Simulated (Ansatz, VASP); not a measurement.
**AlNi in VASP and in Ansatz**

Contents of INCAR:

```
SYSTEM = AlNi
  PREC = Accurate
  ENCUT = 520
  EDIFF = 1E-6
  ISMEAR = 0
  SIGMA = 0.15
  LREAL = .False.
  LASPH = .True.
  NELM = 60
  ALGO = Fast
  ISIF = 2
  LWAVE = .False.
  LCHARG = .True.
  GGA = PE
  LELF = .True.
  LVHAR = .True.
  NBANDS = 14
```

The input KPOINTS:

```
regular mesh
0
Gamma
  16 16 16
  0 0 0
```

Contents of POSCAR:

```
AlNi
1.0
    2.8810000000      0.0000000000      0.0000000000
    0.0000000000      2.8810000000      0.0000000000
    0.0000000000      0.0000000000      2.8810000000
Al Ni
1 1
Direct
    0.0601197781      0.0601197781      0.0601197781
    0.5000000000      0.5000000000      0.5000000000
```

Input for Ansatz:

```yaml
crystal:
  lattice:
    - [2.881, 0.0, 0.0]
    - [0.0, 2.881, 0.0]
    - [0.0, 0.0, 2.881]
  atoms:
    - { symbol: Al, position: [0.0601197781, 0.0601197781, 0.0601197781] }
    - { symbol: Ni, position: [0.5, 0.5, 0.5] }
basis:
  ecutwfc: 420
kpoints:
  mp_grid: { grid: [16, 16, 16] }
hamiltonian:
  xc: pbe
scf:
  occupations: { method: gaussian, width: 0.15 }
output:
  forces: true
  stress: true
  eigenvalues: true
```

Change from the starting cell: all Al atoms moved -0.300 Å, as atom 1 towards its neighbour atom 2 (Ni) at 2.495 Å.

Alike in both runs: task single point; functional PBE; k mesh 16 × 16 × 16; occupations gaussian, width 0.15 eV; no spin polarisation.

|  | VASP | Ansatz |
| --- | --- | --- |
| version | VASP 6.6.1 | Ansatz 0.2.0 |
| potentials or method | VASP PAW PBE potentials, release 64 (Al, Ni) | scalar-relativistic, plane waves, PAW |
| plane-wave cutoff (eV) | 520 | 420 |
| valence electrons in the cell | 13 | 21 |

|  | VASP | Ansatz | Ansatz less VASP |
| --- | --- | --- | --- |
| gap on the k mesh at the Fermi level (eV) | none | none | - |
| pressure (GPa) | 8.2 | 8.2 | +0.01 |
| largest component of the traceless stress (GPa) | 4.70 | 4.68 | -0.024 |
| rms of the force components (eV/Å) | 1.258 | 1.252 | -0.0053 |

Atom by atom the forces differ by 0.005 eV/Å (rms over components). A gap of «none» marks a metal or a gap that the smearing closes. The two sets of potentials don't hold the same shells in valence.

Caveats: forces of over 1 eV/Å show positions far from the minimum, so gaps and moduli don't describe the material at rest. Spin polarisation is off, so any magnetic state and its effect on volume and gap are missing.
